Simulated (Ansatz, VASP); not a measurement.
## Mo in VASP and in Ansatz

The input INCAR:

```
PREC = Accurate
ENCUT = 520
EDIFF = 1E-7
ISMEAR = -1
SIGMA = 0.03
LREAL = False
LASPH = True
NELM = 100
ALGO = Normal
ISIF = 2
LWAVE = False
LCHARG = False
GGA = PE
NBANDS = 13
```

File KPOINTS:

```
Automatic mesh
0
Gamma
  12 12 12
```

File POSCAR:

```
Mo
1.0
    2.6309270307      0.0000000000      0.0000000000
    0.0000000000      2.6309270307      0.0000000000
    0.0000000000      0.0000000000      2.6048782482
Mo
1
Direct
    0.0000000000      0.0000000000      0.0000000000
```

Input for Ansatz:

```yaml
crystal:
  lattice:
    - [2.6309270307, 0.0, 0.0]
    - [0.0, 2.6309270307, 0.0]
    - [0.0, 0.0, 2.6048782482]
  atoms:
    - { symbol: Mo, position: [0.0, 0.0, 0.0] }
kpoints:
  mp_grid: { grid: [12, 12, 12] }
scf:
  occupations: { method: fermi_dirac, width: 0.03 }
hamiltonian:
  xc: pbe
  pseudopotentials: { kind: all_electron, lapw: { basis_error: 0.0005 } }
output:
  forces: true
  stress: true
  eigenvalues: true
```

Change from the starting cell: x and y stretched by +1 %, z held.

Alike in both runs: task single point; functional PBE; k mesh 12 × 12 × 12; occupations fermi-dirac, width 0.03 eV; no spin polarisation.

```csv
,VASP,Ansatz
version,VASP 6.6.1,Ansatz 0.2.0
potentials or method,"VASP PAW PBE potentials, release 64 (Mo_sv)","all-electron LAPW, scalar-relativistic"
plane-wave cutoff (eV),520,see its input
```

```tsv
	VASP	Ansatz	Ansatz less VASP
pressure (GPa)	-3.3	-3.7	-0.43
largest component of the traceless stress (GPa)	2.89	2.88	-0.016
```

Ansatz ran all-electron here, so the differences hold the error of VASP's frozen core and of both bases.
